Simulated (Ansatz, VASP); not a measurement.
TiC in VASP and in Ansatz

```
CELL_PARAMETERS angstrom
0.00000 2.18435 2.18435
2.18435 0.00000 2.18435
2.18435 2.18435 0.00000
ATOMIC_POSITIONS crystal
Ti 0.00000 0.00000 0.00000
C 0.50000 0.50000 0.50000
```

Change from the starting cell: volume scaled by 1.025.

Alike in both runs: task single point; functional PBE; k mesh 14 × 14 × 14; occupations fermi-dirac, width 0.03 eV; no spin polarisation.

|  | VASP | Ansatz |
| --- | --- | --- |
| version | VASP 6.6.1 | Ansatz 0.2.0 |
| potentials or method | VASP PAW PBE potentials, release 64 (Ti_sv, C), cutoff 520 eV | all-electron LAPW, scalar-relativistic |

|  | VASP | Ansatz | Ansatz less VASP |
| --- | --- | --- | --- |
| pressure (GPa) | -5.7 | -5.9 | -0.22 |

Ansatz ran all-electron here, so the differences hold the error of VASP's frozen core and of both bases.
